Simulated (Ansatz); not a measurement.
# Rh (Rhodium): the cost of one run

Program: Ansatz 0.2.0. Level of theory: DFT PBE, scalar-relativistic, plane waves, PAW. These are calculated values, not measurements.

The COD entry's cell or inner coordinates are ideal or old and differ from later refinements, so a difference from it is no clean test against experiment.

2 further runs of the same task are left out: 2 set aside as unsound or not needed.

**1. The structure to begin with**

It takes space group Fm-3m (No. 225, cubic). The conventional cell has a = 3.830 Å, b = 3.830 Å, c = 3.830 Å, α = 90.00°, β = 90.00°, γ = 90.00°. Rh (site symmetry m-3m) is surrounded by 12 Rh at 2.71 Å.

As a file:

```xyz
1
Lattice="0.0000 1.9150 1.9150 1.9150 0.0000 1.9150 1.9150 1.9150 0.0000" Properties=species:S:1:pos:R:3 pbc="T T T"
Rh    0.0000    0.0000    0.0000
```

This cell was relaxed beforehand with the same method: volume 14.05 Å³/atom, gap on the mesh none (metal).

**2. The bulk in the cell of the plane**

input.yaml

```yaml
crystal:
  lattice:
    - [2.7082034589, 0.0, 0.0]
    - [0.0, 2.7082034589, 0.0]
    - [1.3541017294, 1.3541017294, 1.9149890306]
  atoms:
    - { symbol: Rh, position: [0.0, 0.0, 0.0] }
basis:
  ecutwfc: 420
kpoints:
  mp_grid: { grid: [13, 13, 18] }
hamiltonian:
  xc: pbe
scf:
  occupations: { method: gaussian, width: 0.1 }
output:
  forces: true
  stress: true
  eigenvalues: true
```

Run with:

```
ansatz run input.yaml --threads 1 --pin off --max-ram 2560MiB --backend cpu --events-out ev --progress --plain --runs-dir out
```

**Question.** How long does this run take on 1 thread of Arm Neoverse N1, shared host, and how much memory does it need?

About 12 s, with a peak of 0.41 GiB.
